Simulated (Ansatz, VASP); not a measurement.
## Two plane-wave programs on Ti

```
Ti
1.0
    -1.61648    1.65312    1.65312
     1.59276   -1.60471    1.58100
     1.59276    1.58100   -1.60471
Ti
1
Cartesian
  0.0000 0.0000 0.0000
```

Alike in both runs: functional PBEsol; k mesh 13 × 13 × 13; no spin polarisation.

Ansatz relaxed the structure, and its values are those at the end. VASP's run is a single point on that final structure, the one shown.

|  | VASP | Ansatz |
| --- | --- | --- |
| version | VASP 6.6.1 | Ansatz 0.2.0 |
| potentials or method | VASP PAW PBE potentials, release 64 (Ti_sv) | plane waves, PAW |
| plane-wave cutoff (eV) | 520 | 558 |
| occupations | methfessel-paxton of order 1, width 0.1 eV | cold, width 0.1 eV |
| valence electrons in the cell | 12 | 12 |

```tsv
	VASP	Ansatz	Ansatz less VASP
gap on the k mesh at the Fermi level (eV)	none	none	-
pressure (GPa)	-1.1	-0.9	+0.19
```

A gap of «none» marks a metal or a gap that the smearing closes. Ansatz warned: «symmetry_narrowed_by_cell_relaxation».

Caveats: the PAW data sets were made with another functional, which shifts forces and pressure a little (VASP).
